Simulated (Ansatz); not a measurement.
System: AlN (F-43m).

```
Al N
1.0
     0.00000    2.18399    2.18399
     2.18399    0.00000    2.18399
     2.18399    2.18399    0.00000
Al N
1 1
Direct
  0.00000 0.00000 0.00000
  0.75000 0.75000 0.75000
```

The cell and positions are those that the Materials Project relaxed with its own functionals (PBE, PBE+U or r2SCAN), kept fixed. This is not the form that AlN usually takes at ambient conditions.

Gaps computed with Ansatz 0.2.0 without a self-energy: LDA 3.24 eV, PBE 3.32 eV, HSE06 4.55 eV, PBE0 5.29 eV and DDH-PBE0 5.04 eV.

Q: What gap should G0W0 on PBE give (6×6×6 mesh, 133 empty bands, screening to 200 eV, PAW set soft_1 files)?

About 4.78 eV: on its mesh the run moves the gap from 3.32 eV by +1.45 eV. Among the scalar-relativistic levels given, HSE06 is nearest (−0.23 eV). Bands and cutoff are finite, so the gap is not at the basis limit. The miss can reach some tenths of an eV and take either sign; the mesh is an error of its own.

[Paths, hosts, dates, memory and timing lines, banners, echoed tables and standing remarks are left out of the program output.]

[Logs are printed without paths, hosts, clocks, repeated set-up lines and the standing remarks that a program may print on its own settings, such as how far it seeks lower states.]

[Runs of the session that timed out or met a known fault of the program may be left out.]

[Cells called generated may have been cut or substituted from an entry of the Crystallography Open Database or the Materials Project.]

[Hosts, paths, dates, database ids (printed as entryN), source tags and the programs' standing remarks are cut or masked in the printed files.]
